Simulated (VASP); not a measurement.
Runs of VASP 6.6.1 on TePb. The structure is cubic, space group Fm-3m (No. 225). Conventional cell: a = 6.444 Å, b = 6.444 Å, c = 6.444 Å, α = 90.00°, β = 90.00°, γ = 90.00°. Te (site symmetry m-3m) has 6 Pb at 3.22 Å as nearest neighbours. Around Pb (site symmetry m-3m) lie 6 Te at 3.22 Å. 

```csv
task,level,potentials or basis,spin,cell,k mesh,cutoff (eV),ions in elastic constants,gap on the mesh (eV),pressure (GPa),relaxed volume (Å³/atom)
band structure,TB-mBJ,"VASP PAW PBE potentials, release 64 (Te, Pb_d)",off,"Fm-3m, 33.44 Å³/atom",8 × 8 × 8,520,-,1.10,-,-
band structure,LDA,"VASP PAW LDA potentials, release 64 (Te, Pb_d)",off,"Fm-3m, 33.44 Å³/atom",8 × 8 × 8,520,-,0.62,-1.3,-
relaxation of cell and atoms,PBEsol,"VASP PAW PBE potentials, release 64 (Te, Pb_d)",off,relaxed,8 × 8 × 8,600,-,0.65,0.0,33.44
relaxation of cell and atoms,LDA,"VASP PAW LDA potentials, release 64 (Te, Pb_d)",off,relaxed,8 × 8 × 8,600,-,(a),0.0,-
relaxation of cell and atoms,r2SCAN,"VASP PAW PBE potentials, release 64 (Te, Pb_d)",off,relaxed,8 × 8 × 8,600,-,(b),0.0,34.89
band structure,r2SCAN,"VASP PAW PBE potentials, release 64 (Te, Pb_d)",off,"Fm-3m, 33.44 Å³/atom",8 × 8 × 8,520,-,1.00,(c),-
```

Alike in all rows: smearing gaussian 0.03 eV.

**Question.** Fill in the values left out.

**Answer.** (a) 0.56; (b) 1.09; (c) 1.9.

Caveats: spin-orbit coupling is left out, which as a rule narrows the gap of such compounds by several tenths of an eV; the PAW data sets were made with another functional, which shifts forces and pressure a little (some runs); the relaxation stopped at its first step, so nothing moved (some runs).

A k mesh can miss the band edges, and the runs leave out spin-orbit coupling on Pb, Te.

Runs at the PBE level aren't shown here.
